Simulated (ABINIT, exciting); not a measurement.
This is a calculation of Nb for exciting (release sodium). The given cell was strained at random by a few per cent at fixed volume. 

Contents of input.xml:

```xml
<input>
  <title>Nb</title>
  <structure speciespath="./" tshift="false">
    <crystal scale="1">
      <basevect>-3.127145247196 3.140518838980 3.142801628139</basevect>
      <basevect>3.046026863571 -3.155419329473 3.076583735006</basevect>
      <basevect>3.217916351867 3.246188544417 -3.157702118632</basevect>
    </crystal>
    <species speciesfile="Nb.xml" rmt="2.3">
      <atom coord="-0.002892000000 -0.007653000000 0.005276000000"/>
    </species>
  </structure>
  <groundstate do="fromscratch" ngridk="11 11 11" rgkmax="9" gmaxvr="14" lmaxapw="10" lmaxmat="10" lmaxvr="8" xctype="GGA_PBE_SOL" stype="Fermi Dirac" swidth="0.00183747" nempty="12" ValenceRelativity="iora*" epsengy="1e-05" epspot="1e-05" maxscl="60" tforce="true" outputlevel="normal"/>
  <properties>
    <chargedensityplot>
      <plot3d>
        <box grid="15 15 15">
          <origin coord="0 0 0"/>
          <point coord="1 0 0"/>
          <point coord="0 1 0"/>
          <point coord="0 0 1"/>
        </box>
      </plot3d>
    </chargedensityplot>
    <elfplot>
      <plot3d>
        <box grid="15 15 15">
          <origin coord="0 0 0"/>
          <point coord="1 0 0"/>
          <point coord="0 1 0"/>
          <point coord="0 0 1"/>
        </box>
      </plot3d>
    </elfplot>
    <exccplot>
      <plot3d>
        <box grid="15 15 15">
          <origin coord="0 0 0"/>
          <point coord="1 0 0"/>
          <point coord="0 1 0"/>
          <point coord="0 0 1"/>
        </box>
      </plot3d>
    </exccplot>
  </properties>
</input>
```

Potentials or basis: all-electron LAPW+lo, shipped species files, valence relativity iora*.

The run is started by

```console
$ OMP_NUM_THREADS=1 exciting_smp
```

Problem. Translate it to ABINIT 10.8.3 (patched build). Potentials or basis there: PseudoDojo NC SR PBEsol v0.4.1 standard, cutoff 1116 eV.

Solution. As run (cutoffs and basis follow the program's own potentials, and thresholds, step limits or extra output files can differ):

Contents of run.abi:

```
# Pseudopotentials
pp_dirpath "./"
pseudos "Nb.upf"

# Structure
acell 3*1.0
rprim
    -3.1271452472     3.1405188390     3.1428016281
     3.0460268636    -3.1554193295     3.0765837350
     3.2179163519     3.2461885444    -3.1577021186
ntypat 1
znucl 41
natom 1
typat 1
xred
    -0.0028920000    -0.0076530000     0.0052760000
chkprim 0
chksymtnons 0
tolsym 1.0e-6

# Plane-wave basis
ecut 41.0

# k points
kptopt 1
ngkpt 11 11 11
nshiftk 1
shiftk 0.0 0.0 0.0

# Exchange and correlation
ixc -116133

# Bands and occupations
nband 11
occopt 3
tsmear 0.05 eV

# SCF cycle
nstep 100
tolvrs 1.0e-10

# Output
iomode 3
prtwf 0
prteig 0
prtebands 0
enunit 2
prtden 1
prtvha 1
prtvclmb 1
prtpot 1
prtelf 1
```

Potentials or basis: PseudoDojo NC SR PBEsol v0.4.1 standard.

Run with:

```sh
$ abinit run.abi > log 2>&1
```

Both were run:

|  | exciting | ABINIT |
| --- | --- | --- |
| Energy over the undisturbed cell | 3.4 meV/atom | 3.3 meV/atom |
